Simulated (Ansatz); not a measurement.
Reactions of hydrogen iodide, HI.

Program: Ansatz. Geometries: PBE0-D4/def2-TZVP. ΔE: electronic, gas phase. CCSD(T)/CBS adds triple-zeta CCSD(T) − MP2 to the extrapolated MP2 energy (def2 sets, frozen cores). This one scheme is used for every species, atoms too. DFT in def2-TZVPP. No spin–orbit coupling; open shells (•) take unrestricted orbitals. Spin–orbit coupling would lower the free atoms: a little for Cl, F; strongly for I. def2 core potentials past Kr. For I outer-core shells are correlated without core-valence functions, so the limit isn't a true one: a few kJ/mol of doubt a bond, and 10 to 20 or more in all where bonds break to atoms.

| reaction | CCSD(T)/CBS(def2) (kJ/mol) |
| --- | --- |
| HI + F• → I• + H–F | -253 |
| HI + `[SiH3]`• → I• + SiH₄ | -64 |
| HI + `[CH3]`• → I• + CH₄ | ? |
| HI + `F[C](F)F`• → I• + `FC(F)F` | -136 |
| HI + Cl• → I• + HCl | -108 |
| HI → H• + I• | ? |

Question: Fill in the missing values. (Estimate.)

Answer: Ansatz gave: HI + `[CH3]`• → I• + CH₄: -129.7 kJ/mol; HI → H• + I•: +342.6 kJ/mol.

Largest T1 diagnostic: 0.015, for `[SiH3]`•.
